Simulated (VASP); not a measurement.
# SnO (Cmce) in VASP: further runs, part 2 of 2

VASP 6.6.1.

### Step 3. Single point, r2SCAN

Contents of POSCAR:

```
SnO
1.0
    2.7369120000     -2.7377960000      0.0000000000
    2.7369120000      2.7377960000      0.0000000000
    0.0000000000      0.0000000000     10.2219600000
Sn O
4 4
Direct
    0.7365470000      0.2634530000      0.8638580000
    0.2634530000      0.7365470000      0.1361420000
    0.7634530000      0.2365470000      0.3638580000
    0.2365470000      0.7634530000      0.6361420000
    0.2619440000      0.2380560000      0.2500000000
    0.7380560000      0.7619440000      0.7500000000
    0.2380560000      0.2619440000      0.7500000000
    0.7619440000      0.7380560000      0.2500000000
```

Contents of INCAR.step1:

```
SYSTEM = SnO
PREC = Accurate ; ENCUT = 520
ISMEAR = 0 ; SIGMA = 0.01
LREAL = .False. ; LASPH = .True.
NELM = 100 ; NBANDS = 50
GGA = PE ; ALGO = Normal
EDIFF = 1E-4 ; LWAVE = .True.
LCHARG = .False.
```

Contents of INCAR.step2:

```
SYSTEM = SnO
PREC = Accurate ; ENCUT = 520
EDIFF = 1E-6 ; ISMEAR = 0
SIGMA = 0.01 ; LREAL = .False.
LASPH = .True. ; NELM = 100
ALGO = Normal ; ISIF = 2
LWAVE = .False. ; LCHARG = .False.
METAGGA = R2SCAN ; LMIXTAU = .True.
NBANDS = 50 ; ISTART = 1
```

Contents of KPOINTS:

```
Automatic mesh
0
Gamma
  5 5 2
  0 0 0
```

Potentials or basis: VASP PAW PBE potentials, release 64 (Sn_d, O).

Started as:

```sh
$ cat potpaw_PBE.64/Sn_d/POTCAR potpaw_PBE.64/O/POTCAR > POTCAR
$ cp INCAR.step1 INCAR
$ mpirun -np 1 vasp_std > vasp.out
$ cp INCAR.step2 INCAR
$ mpirun -np 1 vasp_std > vasp.out
```

OUTCAR:

```text
SYSTEM = SnO
   PREC = Accurate
   ENCUT = 520
   EDIFF = 1E-6
   ISMEAR = 0
   LREAL = .False.
   LASPH = .True.
   NELM = 100
   ISIF = 2
   METAGGA = R2SCAN
   ISTART = 1

 ion  position               nearest neighbor table
   1  0.737  0.263  0.864-   6 2.25   7 2.25   7 2.26   6 2.26   4 3.59   4 3.59   4 3.59   4 3.59

   2  0.263  0.737  0.136-   5 2.25   8 2.25   5 2.26   8 2.26   3 3.59   3 3.59   3 3.59   3 3.59

   3  0.763  0.237  0.364-   5 2.25   8 2.25   8 2.26   5 2.26   2 3.59   2 3.59   2 3.59   2 3.59

   4  0.237  0.763  0.636-   6 2.25   7 2.25   6 2.26   7 2.26   1 3.59   1 3.59   1 3.59   1 3.59

   5  0.262  0.238  0.250-   2 2.25   3 2.25   3 2.26   2 2.26
   6  0.738  0.762  0.750-   1 2.25   4 2.25   1 2.26   4 2.26
   7  0.238  0.262  0.750-   1 2.25   4 2.25   4 2.26   1 2.26
   8  0.762  0.738  0.250-   2 2.25   3 2.25   2 2.26   3 2.26

  LATTYP: Found a base centered orthorhombic cell.
 ALAT       =     5.4738240000
 B/A-ratio  =     1.0003229918
 C/A-ratio  =     1.8674257704

  Lattice vectors:

 A1 = (   2.7369120000,  -2.7377960000,   0.0000000000)
 A2 = (   2.7369120000,   2.7377960000,   0.0000000000)
 A3 = (   0.0000000000,   0.0000000000,  10.2219600000)

Analysis of symmetry for initial positions (statically):
=====================================================================
 Subroutine PRICEL returns:
 Original cell was already a primitive cell.

 Routine SETGRP: Setting up the symmetry group for a
 base centered orthorhombic supercell.

 Subroutine GETGRP returns: Found  8 space group operations
 (whereof  4 operations were pure point group operations)
 out of a pool of  8 trial point group operations.

The static configuration has the point symmetry C_2h.
 The point group associated with its full space group is D_2h.

Analysis of symmetry for dynamics (positions and initial velocities):
=====================================================================
 Subroutine PRICEL returns:
[... 140 lines left out ...]
   METAGGA = R2SCAN    functional components
   LHFCALC =     F    Hartree Fock is set to
   AEXX    =    0.0000 exact exchange contribution
   IVDW    =     0    specifies the selected vdW correction
   LEPSILON=     F    determine dielectric tensor
   LRPA    =     F    only Hartree local field effects (RPA)
 non-spin polarized calculation
 Gauss-broadening in eV      SIGMA  =   0.01
  energy-cutoff  :      520.00
  volume of cell :      153.19
 maximum number of plane-waves:      4148
 NGX is ok and might be reduce to    30
   NGX = 15   NGY = 15   NGZ = 39

 number of electron      80.0000000 magnetization

 Free energy of the ion-electron system (eV)
  ---------------------------------------------------
  ext. energy  EPLUGINS =         0.00000000
  ---------------------------------------------------
  free energy    TOTEN  =      -133.72434611 eV

  energy without entropy =     -133.72434611  energy(sigma->0) =     -133.72434611

 E-fermi :   5.9909     XC(G=0): -10.4068

 val. band max:        5.9366242689   @ k =   0.0000   0.0000   0.0000
 cond. band min:       7.0409194836   @ k =  -0.4000   0.4000   0.0000
 fundamental gap:      1.1042952147
 Fermi energy:         5.9909379076

 k-point     1 :       0.0000    0.0000    0.0000
  band No.  band energies     occupation
      1     -16.6364      2.00000
      2     -16.6280      2.00000
      3     -16.2001      2.00000
      4     -16.1913      2.00000
      5     -16.1720      2.00000
      6     -16.1710      2.00000
[... 943 lines left out ...]
     49      11.8204      0.00000
     50      11.8204      0.00000

------------------------ aborting loop because EDIFF is reached ----------------------------------------

  FORCE on cell =-STRESS in cart. coord.  units (eV):
  Direction    XX          YY          ZZ          XY          YZ          ZX
  --------------------------------------------------------------------------------------
  -------------------------------------------------------------------------------------
  Total       -3.8591442     -3.8613349     -2.8430604      0.0000000      0.0000000      0.0000000
  in kB      -40.3622616    -40.3851743    -29.7351806      0.0000000      0.0000000      0.0000000
  external PRESSURE =     -36.8275388 kB  Pullay stress =       0.0000000 kB

 VOLUME and BASIS-vectors are now :
 -----------------------------------------------------------------------------
  energy-cutoff  :      520.00
  volume of cell :      153.19
      direct lattice vectors                 reciprocal lattice vectors
     2.736912000 -2.737796000  0.000000000     0.182687642 -0.182628655  0.000000000
     2.736912000  2.737796000  0.000000000     0.182687642  0.182628655  0.000000000
     0.000000000  0.000000000 10.221960000     0.000000000  0.000000000  0.097828596

 POSITION                                       TOTAL-FORCE (eV/Angst)
 -----------------------------------------------------------------------------------
      2.73691     -1.29523      8.83032         0.000000     -0.049693     -0.455938
      2.73691      1.29523      1.39164         0.000000      0.049693      0.455938
      2.73691     -1.44256      3.71934         0.000000      0.049693     -0.455938
      2.73691      1.44256      6.50262         0.000000     -0.049693      0.455938
      1.36846     -0.06540      2.55549         0.000000      0.005875      0.000000
      4.10537      0.06540      7.66647         0.000000     -0.005875      0.000000
      1.36846      0.06540      7.66647         0.000000     -0.005875      0.000000
      4.10537     -0.06540      2.55549         0.000000      0.005875      0.000000
 -----------------------------------------------------------------------------------
    total drift:                                0.000000     -0.000000      0.000000

  FREE ENERGIE OF THE ION-ELECTRON SYSTEM (eV)
  ---------------------------------------------------
  free  energy   TOTEN  =      -133.7243461079 eV

  energy  without entropy=     -133.7243461079  energy(sigma->0) =     -133.72434611
```

OSZICAR.step1:

```text
N       E                     dE             d eps       ncg     rms          rms(c)
DAV:   1     0.104665492249E+04    0.10467E+04   -0.38067E+04  1980   0.239E+03
DAV:   2     0.164829741870E+03   -0.88183E+03   -0.83998E+03  1832   0.688E+02
DAV:   3    -0.358800976526E+02   -0.20071E+03   -0.19218E+03  2114   0.246E+02
DAV:   4    -0.525192010716E+02   -0.16639E+02   -0.16399E+02  2094   0.747E+01
DAV:   5    -0.531065534750E+02   -0.58735E+00   -0.58565E+00  2130   0.148E+01    0.165E+01
DAV:   6    -0.454024151990E+02    0.77041E+01   -0.32349E+01  2780   0.506E+01    0.687E+00
DAV:   7    -0.454906392911E+02   -0.88224E-01   -0.49639E+00  1976   0.974E+00    0.383E+00
DAV:   8    -0.454712997721E+02    0.19340E-01   -0.94735E-01  2756   0.518E+00    0.136E+00
DAV:   9    -0.454416789511E+02    0.29621E-01   -0.16483E-01  2766   0.340E+00    0.414E-01
DAV:  10    -0.454468211393E+02   -0.51422E-02   -0.29197E-02  2468   0.140E+00    0.373E-01
DAV:  11    -0.454442246901E+02    0.25964E-02   -0.81097E-03  2618   0.764E-01    0.657E-02
DAV:  12    -0.454444226591E+02   -0.19797E-03   -0.23044E-03  1866   0.203E-01    0.578E-02
DAV:  13    -0.454444211183E+02    0.15408E-05   -0.85068E-05  1332   0.982E-02
   1 F= -.45444421E+02 E0= -.45444421E+02  d E =-.192217E-23
```

Run time: 4.3 min. Hardware: 1 thread of Intel Xeon 6975P-C (Granite Rapids), shared host; peak memory 0.33 GiB.

Results:

* Free energy: -133.7243 eV
* Pressure: -3.7 GPa
* Largest force: 0.459 eV/Å
* Band gap on the k mesh: 1.10 eV

Forces in eV/Å, atoms in the order of the input:
```
Sn   0.000 -0.050 -0.456
Sn   0.000  0.050  0.456
Sn   0.000  0.050 -0.456
Sn   0.000 -0.050  0.456
O    0.000  0.006  0.000
O    0.000 -0.006  0.000
O    0.000 -0.006  0.000
O    0.000  0.006  0.000
```

Caveat: the PAW data sets were made with another functional, which shifts forces and pressure a little; spin-orbit coupling is left out, which moves the levels of the heavy elements; an odd mesh through Γ misses points on the zone boundary, where band edges often lie.
